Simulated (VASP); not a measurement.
# MgS (Imm2) in VASP: a series of runs

The runs below take MgS through single point, with PBE.

All numbers are computed with VASP 6.6.1; they aren't measurements. Logs are shortened: lines on timing, memory, paths and dates and some standing lists are left out, and cuts for length are marked.

## 1. The cell of the first run

The structure is orthorhombic, space group Imm2 (No. 44). Conventional cell: a = 3.679 Å, b = 5.203 Å, c = 3.679 Å, α = 90.00°, β = 90.00°, γ = 90.00°. Around Mg (site symmetry mm2) lie 6 S at 2.47 to 2.74 Å. S (site symmetry mm2) is surrounded by 6 Mg at 2.47 to 2.74 Å.

## 2. Single point, PBE

Contents of INCAR:

```
ALGO     = Normal         # electronic algorithm
EDIFF    = 1E-6           # SCF threshold, eV
ENCUT    = 520            # plane-wave cutoff, eV
GGA      = PE             # functional
ISIF     = 2              # what is computed and relaxed
ISMEAR   = 0              # smearing method
LASPH    = T              # aspherical terms in the spheres
LCHARG   = F              # write CHGCAR
LREAL    = F              # projectors in reciprocal space
LWAVE    = F              # write WAVECAR
NBANDS   = 11             # bands
NELM     = 80             # most SCF steps
PREC     = Accurate       # precision mode
SIGMA    = 0.05           # smearing width, eV
```

Contents of KPOINTS:

```
k-points
0
Gamma
  8 8 8
```

Contents of POSCAR:

```
MgS
1.0
    0.0000000000      2.6016500000      2.6016500000
    2.6016500000      0.0000000000      2.6016500000
    2.6016500000      2.6016500000      0.0000000000
Mg S
1 1
Direct
   -0.0509609369      0.0000000000      0.0000000000
    0.5000000000      0.5000000000      0.5000000000
```

Potentials or basis: VASP PAW PBE potentials, release 64 (Mg, S).

On the command line:

```console
$ cat potpaw_PBE.64/Mg/POTCAR potpaw_PBE.64/S/POTCAR > POTCAR
$ mpirun -np 1 vasp_std > vasp.out
```

OUTCAR:

```text
EDIFF = 1E-6
   ENCUT = 520
   GGA = PE
   ISIF = 2
   ISMEAR = 0
   LASPH = T
   LREAL = F
   NELM = 80
   PREC = Accurate

 ion  position               nearest neighbor table
   1  0.949  0.000  0.000-   2 2.47   2 2.47   2 2.61   2 2.61   2 2.74   2 2.74
   2  0.500  0.500  0.500-   1 2.47   1 2.47   1 2.61   1 2.61   1 2.74   1 2.74

  LATTYP: Found a face centered cubic cell.
 ALAT       =     5.2033000000

  Lattice vectors:

 A1 = (   0.0000000000,   2.6016500000,   2.6016500000)
 A2 = (   2.6016500000,   0.0000000000,   2.6016500000)
 A3 = (   2.6016500000,   2.6016500000,   0.0000000000)

Analysis of symmetry for initial positions (statically):
=====================================================================
 Subroutine PRICEL returns:
 Original cell was already a primitive cell.

 Routine SETGRP: Setting up the symmetry group for a
 face centered cubic supercell.

 Subroutine GETGRP returns: Found  4 space group operations
 (whereof  4 operations were pure point group operations)
 out of a pool of 48 trial point group operations.

The static configuration has the point symmetry C_2v.

Analysis of symmetry for dynamics (positions and initial velocities):
=====================================================================
 Subroutine PRICEL returns:
 Original cell was already a primitive cell.

 Routine SETGRP: Setting up the symmetry group for a
 face centered cubic supercell.

 Subroutine GETGRP returns: Found  4 space group operations
 (whereof  4 operations were pure point group operations)
 out of a pool of 48 trial point group operations.

The dynamic configuration has the point symmetry C_2v.

 Subroutine INISYM returns: Found  4 space group operations
 (whereof  4 operations are pure point group operations),
 and found     1 'primitive' translations

----------------------------------------------------------------------------------------

                                     Primitive cell

  volume of cell :      35.2190

  direct lattice vectors                    reciprocal lattice vectors
     0.000000000  2.601650000  2.601650000    -0.192185728  0.192185728  0.192185728
     2.601650000  0.000000000  2.601650000     0.192185728 -0.192185728  0.192185728
     2.601650000  2.601650000  0.000000000     0.192185728  0.192185728 -0.192185728

  length of vectors
     3.679288715  3.679288715  3.679288715     0.332875446  0.332875446  0.332875446

  position of ions in fractional coordinates (direct lattice)
     0.949039063  0.000000000  0.000000000
     0.500000000  0.500000000  0.500000000

  ion indices of the primitive-cell ions
   primitive index   ion index
                 1           1
                 2           2

----------------------------------------------------------------------------------------

 KPOINTS: k-points

Automatic generation of k-mesh.
 Grid dimensions read from file:
 generate k-points for:    8    8    8

 Generating k-lattice:

  Cartesian coordinates                     Fractional coordinates (reciprocal lattice)
    -0.024023216  0.024023216  0.024023216     0.125000000  0.000000000  0.000000000
     0.024023216 -0.024023216  0.024023216     0.000000000  0.125000000  0.000000000
     0.024023216  0.024023216 -0.024023216     0.000000000  0.000000000  0.125000000

  Length of vectors
     0.041609431  0.041609431  0.041609431

  Shift w.r.t. Gamma in fractional coordinates (k-lattice)
     0.000000000  0.000000000  0.000000000

 Subroutine IBZKPT returns following result:
 ===========================================

 Found     95 irreducible k-points:

 Following reciprocal coordinates:
            Coordinates               Weight
  0.000000  0.000000  0.000000      1.000000
  0.125000  0.000000  0.000000      4.000000
  0.000000  0.125000  0.000000      4.000000
  0.250000  0.000000  0.000000      4.000000
  0.000000  0.250000  0.000000      4.000000
  0.375000  0.000000  0.000000      4.000000
[... 16 lines left out ...]
  0.375000 -0.125000 -0.125000      4.000000
 -0.375000  0.125000  0.000000      8.000000
 [... further k-points ...]
   k-points           NKPTS =     95   k-points in BZ     NKDIM =     95   number of bands    NBANDS=     11
   number of dos      NEDOS =    301   number of ions     NIONS =      2
   total plane-waves  NPLWV =  21952
   dimension x,y,z NGX =    28 NGY =   28 NGZ =   28
   dimension x,y,z NGXF=    56 NGYF=   56 NGZF=   56
   ions per type =               1   1
   NGX,Y,Z   is equivalent  to a cutoff of  12.65, 12.65, 12.65 a.u.
   NGXF,Y,Z  is equivalent  to a cutoff of  25.30, 25.30, 25.30 a.u.
 SYSTEM =  unknown system
   PREC   = accura    normal or accurate (medium, high low for compatibility)
   ISTART =      0    job   : 0-new  1-cont  2-samecut
   ICHARG =      2    charge: 1-file 2-atom 10-const
   ISPIN  =      1    spin polarized calculation?
   LNONCOLLINEAR =      F non collinear calculations
   LSORBIT =      F    spin-orbit coupling
   LASPH  =      T    aspherical Exc in radial PAW
   ENCUT  =  520.0 eV  38.22 Ry    6.18 a.u.   6.84  6.84  6.84*2*pi/ulx,y,z
   NELM   =     80;   NELMIN=  2; NELMDL= -5     # of ELM steps
   EDIFF  = 0.1E-05   stopping-criterion for ELM
   LREAL  =      F    real-space projection
   EDIFFG = 0.1E-04   stopping-criterion for IOM
   NSW    =      0    number of steps for IOM
   IBRION =     -1    ionic relax: 0-MD 1-quasi-New 2-CG
   NFREE  =      0    steps in history (QN), initial steepest desc. (CG)
   ISIF   =      2    stress and relaxation
   ISYM   =      2    0-nonsym 1-usesym 2-fastsym
   POTIM  = 0.5000    time-step for ionic-motion
   TEBEG  =    0.0;   TEEND  =   0.0 temperature during run
   PSTRESS=    0.0 pullay stress
   NELECT =       8.0000    total number of electrons
   NUPDOWN=      -1.0000    fix difference up-down
   EMIN   =  10.00;   EMAX   =-10.00  energy-range for DOS
   EFERMI =   0.00;   METHOD = LEGACY
   ISMEAR =     0;   SIGMA  =   0.05  broadening in eV -4-tet -1-fermi 0-gaus
   EFERMI_NEDOS =   21; number of points for ismear=-14 and -15
   IALGO  =     38    algorithm
   IMIX   =      4    mixing-type and parameters
     AMIX     =   0.40;   BMIX     =  1.00
     AMIX_MAG =   1.60;   BMIX_MAG =  1.00
  volume/ion in A,a.u.               =      17.61       118.83
  Fermi-wavevector in a.u.,A,eV,Ry     =   0.998878  1.887606 13.575323  0.997758
  Thomas-Fermi vector in A             =   2.131131
   LORBIT       =      0    0 simple, 1 ext, 2 COOP (PROOUT), +10 PAW based schemes
   GGA     = PE    functional components
   LHFCALC =     F    Hartree Fock is set to
   AEXX    =    0.0000 exact exchange contribution
   IVDW    =     0    specifies the selected vdW correction
   LEPSILON=     F    determine dielectric tensor
   LRPA    =     F    only Hartree local field effects (RPA)
 non-spin polarized calculation
 Gauss-broadening in eV      SIGMA  =   0.05
  energy-cutoff  :      520.00
  volume of cell :       35.22
 maximum number of plane-waves:       960
   NGX = 13   NGY = 13   NGZ = 13

 number of electron       8.0000000 magnetization

 Free energy of the ion-electron system (eV)
  ---------------------------------------------------
  ext. energy  EPLUGINS =         0.00000000
  ---------------------------------------------------
  free energy    TOTEN  =        -8.45143237 eV

  energy without entropy =       -8.45143237  energy(sigma->0) =       -8.45143237

 E-fermi :   3.9943     XC(G=0):  -9.6789

 val. band max:        3.7197090792   @ k =   0.0000   0.0000   0.0000
 cond. band min:       6.5035144163   @ k =   0.0000   0.5000   0.5000
 fundamental gap:      2.7838053371
 Fermi energy:         3.9942729419

 k-point     1 :       0.0000    0.0000    0.0000
  band No.  band energies     occupation
      1      -8.9528      2.00000
      2       3.6612      2.00000
      3       3.7193      2.00000
      4       3.7197      2.00000
      5       7.4218      0.00000
      6      11.6616      0.00000
      7      11.6638      0.00000
      8      11.7137      0.00000
      9      14.1197      0.00000
     10      14.1661      0.00000
     11      16.1918      0.00000

 k-point     2 :       0.1250    0.0000    0.0000
  band No.  band energies     occupation
      1      -8.8025      2.00000
      2       2.6746      2.00000
      3       3.5620      2.00000
      4       3.6216      2.00000
      5       8.2268      0.00000
      6      11.3484      0.00000
      7      11.9109      0.00000
      8      11.9217      0.00000
      9      13.5025      0.00000
     10      13.5083      0.00000
     11      16.4432      0.00000

 k-point     3 :       0.0000    0.1250    0.0000
  band No.  band energies     occupation
      1      -8.8022      2.00000
      2       2.6425      2.00000
      3       3.6008      2.00000
      4       3.6243      2.00000
      5       8.2119      0.00000
      6      11.3142      0.00000
      7      11.9231      0.00000
      8      11.9801      0.00000
      9      13.4578      0.00000
     10      13.5523      0.00000
     11      16.3576      0.00000

 k-point     4 :       0.2500    0.0000    0.0000
  band No.  band energies     occupation
      1      -8.3963      2.00000
      2       0.9225      2.00000
      3       3.3451      2.00000
      4       3.4045      2.00000
      5       8.6909      0.00000
      6      11.5241      0.00000
      7      11.5650      0.00000
      8      11.9933      0.00000
      9      14.0322      0.00000
     10      14.0610      0.00000
     11      15.6478      0.00000

 k-point     5 :       0.0000    0.2500    0.0000
  band No.  band energies     occupation
      1      -8.3950      2.00000
      2       0.8976      2.00000
      3       3.3824      2.00000
      4       3.4077      2.00000
      5       8.6599      0.00000
      6      11.5432      0.00000
      7      11.5772      0.00000
      8      12.0293      0.00000
      9      13.9863      0.00000
     10      14.1105      0.00000
     11      15.5576      0.00000
[... 211 lines left out ...]
 k-point    21 :       0.0000    0.5000    0.1250
  band No.  band energies     occupation
      1      -7.6081      2.00000
      2      -0.8737      2.00000
      3       2.4780      2.00000
      4       2.9475      2.00000
      5       8.8791      0.00000
      6       9.9886      0.00000
      7      11.3120      0.00000
      8      13.7638      0.00000
      9      15.6010      0.00000
     10      17.5764      0.00000
     11      18.1812      0.00000

 k-point    22 :       0.1250    0.0000    0.5000
  band No.  band energies     occupation
      1      -7.6080      2.00000
      2      -0.8752      2.00000
      3       2.4995      2.00000
      4       2.9261      2.00000
      5       8.8725      0.00000
      6      10.0460      0.00000
      7      11.2574      0.00000
      8      13.7176      0.00000
      9      15.7188      0.00000
     10      17.5825      0.00000
     11      18.0664      0.00000

 k-point    23 :       0.3750   -0.1250   -0.1250
  band No.  band energies     occupation
      1      -7.6112      2.00000
      2      -0.8523      2.00000
      3       2.5019      2.00000
      4       2.8846      2.00000
      5       8.9031      0.00000
      6      10.0342      0.00000
      7      11.2316      0.00000
      8      13.6665      0.00000
      9      15.7873      0.00000
     10      17.5873      0.00000
     11      18.0687      0.00000

 k-point    24 :      -0.3750    0.1250    0.0000
  band No.  band energies     occupation
      1      -7.6926      2.00000
      2      -0.6676      2.00000
      3       2.3411      2.00000
      4       3.1059      2.00000
      5       9.0688      0.00000
      6      10.2042      0.00000
      7      11.0870      0.00000
      8      13.5027      0.00000
      9      15.7034      0.00000
     10      16.2089      0.00000
     11      18.5048      0.00000

 [... further k-points ...]

------------------------ aborting loop because EDIFF is reached ----------------------------------------

  FORCE on cell =-STRESS in cart. coord.  units (eV):
  Direction    XX          YY          ZZ          XY          YZ          ZX
  --------------------------------------------------------------------------------------
  -------------------------------------------------------------------------------------
  Total        0.1287506      0.6066828      0.6066828      0.0000000     -0.0645121      0.0000000
  in kB        5.8571100     27.5991448     27.5991448      0.0000000     -2.9347769      0.0000000
  external PRESSURE =      20.3517999 kB  Pullay stress =       0.0000000 kB

 VOLUME and BASIS-vectors are now :
 -----------------------------------------------------------------------------
  energy-cutoff  :      520.00
  volume of cell :       35.22
      direct lattice vectors                 reciprocal lattice vectors
     0.000000000  2.601650000  2.601650000    -0.192185728  0.192185728  0.192185728
     2.601650000  0.000000000  2.601650000     0.192185728 -0.192185728  0.192185728
     2.601650000  2.601650000  0.000000000     0.192185728  0.192185728 -0.192185728

 POSITION                                       TOTAL-FORCE (eV/Angst)
 -----------------------------------------------------------------------------------
      0.00000      2.46907      2.46907         0.000000      0.390724      0.390724
      2.60165      2.60165      2.60165        -0.000000     -0.390724     -0.390724
 -----------------------------------------------------------------------------------
    total drift:                                0.000000      0.000187      0.000187

  FREE ENERGIE OF THE ION-ELECTRON SYSTEM (eV)
  ---------------------------------------------------
  free  energy   TOTEN  =        -8.4514323655 eV

  energy  without entropy=       -8.4514323655  energy(sigma->0) =       -8.45143237
```

It took 22 s on 1 thread of Intel Xeon Platinum 8488C (Sapphire Rapids), shared host; peak memory 0.18 GiB.

Results:

| Quantity | Value |
| --- | --- |
| Free energy | -8.4514 eV |
| Pressure | 2.0 GPa |
| Largest force | 0.553 eV/Å |
| Band gap on the k mesh | 2.78 eV, indirect (least direct gap 3.70 eV) |

Forces on the atoms (eV/Å):
```
Mg   0.000  0.391  0.391
S    0.000 -0.391 -0.391
```

## 3. Single point, PBE

Contents of INCAR:

```
PREC = Accurate
ENCUT = 520
EDIFF = 1E-7
ISMEAR = 0
SIGMA = 0.05
LREAL = False
LASPH = True
NELM = 100
ALGO = Fast
ISIF = 2
LWAVE = False
LCHARG = False
GGA = PE
NBANDS = 11
```

Contents of KPOINTS:

```
Automatic mesh
0
Gamma
  8 8 8
```

Edit POSCAR of step 2 so:

```diff
@@ -8,3 +8,3 @@
 Direct
-   -0.0509609369      0.0000000000      0.0000000000
+    0.0679479159      0.0000000000      0.0000000000
     0.5000000000      0.5000000000      0.5000000000
```

Potentials or basis: VASP PAW PBE potentials, release 64 (Mg, S).

On the command line:

```console
$ cat potpaw_PBE.64/Mg/POTCAR potpaw_PBE.64/S/POTCAR > POTCAR
$ mpirun -np 1 vasp_std > vasp.out
```

Run time: 26 s. Hardware: 1 thread of Intel Xeon Platinum 8488C (Sapphire Rapids), shared host; peak memory 0.17 GiB.

It converged, with:

```yaml
Free_energy: -8.4104 eV
Pressure: 3.0 GPa
Largest_force: 0.766 eV/Å
Band_gap_on_the_k_mesh: 2.79 eV, indirect (least direct gap 3.70 eV)
```

Forces on the atoms (eV/Å):
```
Mg   0.000 -0.541 -0.541
S    0.000  0.541  0.541
```

Stress tensor (GPa, compression positive):
```
 0.39  0.00  0.00
 0.00  4.24 -0.57
 0.00 -0.57  4.24
```

Levels at points of the mesh, in eV from the valence-band top:
```csv
k point,band 1,band 2,band 3,band 4,band 5,band 6,band 7,band 8,band 9
"(0.00, 0.00, 0.00)",-12.68,-0.10,0.00,0.00,3.70,7.93,7.94,8.02,10.44
"(0.50, 0.00, 0.00)",-11.39,-4.80,-0.68,-0.57,4.57,6.92,6.97,9.98,12.18
"(0.00, 0.50, 0.00)",-11.38,-4.84,-0.61,-0.57,4.52,6.97,7.00,9.98,12.14
"(0.50, 0.50, 0.00)",-11.01,-4.19,-1.70,-1.67,2.80,4.39,11.96,12.87,13.42
"(0.00, 0.50, 0.50)",-11.01,-4.18,-1.74,-1.65,2.79,4.37,12.01,12.82,13.48
```

## 4. Single point, PBE

Contents of INCAR:

```
SYSTEM = MgS
  PREC = Accurate
  ENCUT = 520
  EDIFF = 1E-7
  ISMEAR = 0
  SIGMA = 0.05
  LREAL = .FALSE.
  LASPH = .TRUE.
  NELM = 100
  ALGO = Normal
  ISIF = 2
  LWAVE = .FALSE.
  LCHARG = .FALSE.
  GGA = PE
  NBANDS = 11
```

Contents of KPOINTS:

```
regular mesh
0
G
  8 8 8
  0 0 0
```

Edit POSCAR of step 3 so:

```diff
@@ -8,3 +8,3 @@
 Direct
-    0.0679479159      0.0000000000      0.0000000000
+    0.1358958317      0.0000000000      0.0000000000
     0.5000000000      0.5000000000      0.5000000000
```

On the command line:

```console
$ cat potpaw_PBE.64/Mg/POTCAR potpaw_PBE.64/S/POTCAR > POTCAR
$ mpirun -np 1 vasp_std > vasp.out
```

Run time: 31 s. Hardware: 1 thread of Intel Xeon Platinum 8488C (Sapphire Rapids), shared host; peak memory 0.18 GiB.

It converged, with:

```yaml
Free_energy: -8.0905 eV
Pressure: 9.2 GPa
Largest_force: 1.864 eV/Å
Band_gap_on_the_k_mesh: 2.84 eV, indirect (least direct gap 3.65 eV)
```

Forces on the atoms (eV/Å):
```
Mg   0.000 -1.318 -1.318
S    0.000  1.318  1.318
```

Stress tensor (GPa, compression positive):
```
-0.78  0.00  0.00
 0.00 14.19 -3.62
 0.00 -3.62 14.19
```

Levels at points of the mesh, in eV from the valence-band top:
| k point | band 2 | band 3 | band 4 | band 5 | band 6 | band 7 |
| --- | --- | --- | --- | --- | --- | --- |
| (0.00, 0.00, 0.00) | -0.38 | -0.01 | 0.00 | 3.65 | 7.87 | 7.94 |
| (0.50, 0.00, 0.00) | -4.71 | -0.92 | -0.53 | 4.64 | 6.97 | 7.11 |
| (0.00, 0.50, 0.00) | -4.86 | -0.68 | -0.50 | 4.44 | 7.16 | 7.24 |
| (0.50, 0.50, 0.00) | -4.20 | -1.73 | -1.65 | 2.85 | 4.37 | 11.83 |
| (0.00, 0.50, 0.50) | -4.15 | -1.92 | -1.58 | 2.84 | 4.35 | 12.03 |

Caveat: forces of over 1 eV/Å show positions far from the minimum, so gaps and moduli don't describe the material at rest.

(Part 1 of 2 ends here.)
